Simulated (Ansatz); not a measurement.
**N: response to strain**

N is deformed so: zz strain of +1 %. What stress and forces result, by LAPW, PAW and all-electron datasets made for the crystal?

Computed with Ansatz 0.2.0 (DFT PBEsol, scalar-relativistic, unless a step's input says otherwise).

2 further runs of the same task are left out: 2 set aside as unsound or not needed.

## (1) The structure to begin with

The structure is hexagonal, space group P6_3/mmc (No. 194). Conventional cell: a = 3.629 Å, b = 3.629 Å, c = 5.890 Å, α = 90.00°, β = 90.00°, γ = 120.00°. Around N (site symmetry -6m2) lie 12 N at 3.61 to 3.63 Å.

Structure file:

```
CELL_PARAMETERS angstrom
3.62900 0.00000 0.00000
-1.81450 3.14281 0.00000
0.00000 0.00000 5.89000
ATOMIC_POSITIONS crystal
N 0.33333 0.66667 0.25000
N 0.66667 0.33333 0.75000
```

Atoms are numbered in the order of the input: N1, N2.

## (2) After the deformation

Space group P6_3/mmc before, P6_3/mmc after.

## (3) LAPW, all electrons

input.yaml

```yaml
crystal:
  lattice:
    - [3.6290016496, 0.0, 0.0]
    - [-1.8145008248, 3.142807619, 0.0]
    - [0.0, 0.0, 5.9489]
  atoms:
    - { symbol: "N", position: [0.3333333333, 0.6666666667, 0.25] }
    - { symbol: "N", position: [0.6666666667, 0.3333333333, 0.75] }
kpoints:
  mp_grid: { grid: [10, 10, 5] }
  band_path:
    path:
      - [0.0, 0.0, 0.0]
      - [0.5, 0.0, 0.0]
      - [0.3333333333, 0.3333333333, 0.0]
      - [0.0, 0.0, 0.0]
      - [0.0, 0.0, 0.5]
      - [0.5, 0.0, 0.5]
      - [0.3333333333, 0.3333333333, 0.5]
      - [0.0, 0.0, 0.5]
      - [0.5, 0.0, 0.5]
    npoints: 5
scf:
  occupations: { method: fermi_dirac, width: 0.02 }
hamiltonian:
  xc: pbesol
  pseudopotentials: { kind: all_electron, lapw: { basis_error: 0.0005 } }
output:
  forces: true
  stress: true
  eigenvalues: true
```

Command:

```sh
> ansatz run input.yaml --threads 1 --pin off --max-ram 3072MiB --backend cpu --events-out ev --progress --plain --runs-dir out
```

## (4) PAW with frozen cores

input.yaml

```yaml
crystal:
  lattice:
    - [3.6290016496, 0.0, 0.0]
    - [-1.8145008248, 3.142807619, 0.0]
    - [0.0, 0.0, 5.9489]
  atoms:
    - { symbol: "N", position: [0.3333333333, 0.6666666667, 0.25] }
    - { symbol: "N", position: [0.6666666667, 0.3333333333, 0.75] }
kpoints:
  mp_grid: { grid: [10, 10, 5] }
scf:
  occupations: { method: fermi_dirac, width: 0.02 }
hamiltonian:
  xc: pbesol
  pseudopotentials: { kind: paw }
output:
  forces: true
  stress: true
  eigenvalues: true
  efg: { contact_densities: true }
  write_density: true
  write_potential: true
  elf: true
  volumetric_format: npy
```

## (5) Datasets made for this crystal

Edit input.yaml of step 4 so:

```diff
@@ -14,3 +14,3 @@
   xc: pbesol
-  pseudopotentials: { kind: paw }
+  pseudopotentials: { kind: all_electron, datasets: crystal }
 output:
@@ -20,5 +20 @@
   efg: { contact_densities: true }
-  write_density: true
-  write_potential: true
-  elf: true
-  volumetric_format: npy
```

(Steps that only read results are left out.)

What does the calculation give? Wanted: pressure; largest shear or deviatoric stress.

**Answer**, as computed:

| quantity | value |
| --- | --- |
| pressure | LAPW -7.55, PAW -7.56, crystal datasets -7.55 GPa |
| largest shear or deviatoric stress (LAPW) | 0.18 GPa |

**Reading.** Against the undeformed cell the largest change of stress is +0.37 GPa, in the zz component, with the atoms carried along and not relaxed. PAW: stress within 0.01 GPa of LAPW. Crystal datasets: stress within 0.01 GPa of LAPW.
